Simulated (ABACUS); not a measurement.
BN:

```
CELL_PARAMETERS angstrom
-1.81300 0.00000 1.81300
0.00000 1.81300 1.81300
-1.81300 1.81300 0.00000
ATOMIC_POSITIONS crystal
N 0.75000 0.75000 0.75000
B 0.00000 0.00000 0.00000
```

The cell is a database's computed one.

Base run:

* Program: ABACUS 3.10.1
* Functional: M06-L
* Potentials or basis: SG15 ONCV 1.2 PBE
* Cutoff: 1320 eV
* Density cutoff: 5279 eV
* Basis: plane waves
* k mesh: 8 × 8 × 8
* Occupations: fermi-dirac, width 0.05 eV
* Spin: no spin polarisation

Its results: band gap on the k mesh 4.82 eV, indirect (least direct gap 9.29 eV); pressure -5.3 GPa.

Q: The run is repeated on the same cell with these changes: functional from M06-L to TM; radial cutoff of the potentials (pseudo_rcut) from 10 bohr to 7 bohr. What comes out?

A: Band gap on the k mesh 4.55 eV, indirect (least direct gap 9.01 eV); pressure -5.0 GPa.

Caveats: the potentials were made for another functional, which shifts forces and pressure.

A k mesh can miss the band edges.
